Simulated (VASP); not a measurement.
Crystal: BAs.

```
B As
1.0
     0.00000    2.38850    2.38850
     2.38850    0.00000    2.38850
     2.38850    2.38850    0.00000
B As
1 1
Direct
  0.00000 0.00000 0.00000
  0.25000 0.25000 0.25000
```

| Property | Result |
| --- | --- |
| Program | VASP 6.6.1 |
| Task | relaxation of cell and atoms |
| Functional | PBE |
| Potentials or basis | VASP PAW PBE potentials, release 64 (B, As) |
| Cutoff | 600 eV |
| k mesh | 8 × 8 × 8 |
| Occupations | fermi-dirac, width 0.02 eV |
| Spin | no spin polarisation |

At the start: pressure 3.4 GPa; volume 13.63 Å³/atom.

Task: Where does the relaxation end?

Result: Over 3 steps the energy falls by 3.5 meV/atom and the volume is 13.97 Å³/atom (+2.5 %); space group F-43m (No. 216, to 0.05 Å).

Step by step:
| step | energy change (eV) | largest force (eV/Å) | pressure (GPa) | volume (Å³) |
| --- | --- | --- | --- | --- |
| 1 | 0.0000 | 0.0000 | 3.42 | 27.25 |
| 2 | -0.0037 | 0.0000 | -2.19 | 28.42 |
| 3 | -0.0071 | 0.0000 | 0.01 | 27.93 |

Final structure:
```
CELL_PARAMETERS angstrom
0.00000 2.40815 2.40815
2.40815 0.00000 2.40815
2.40815 2.40815 0.00000
ATOMIC_POSITIONS crystal
B 0.00000 0.00000 0.00000
As 0.25000 0.25000 0.25000
```
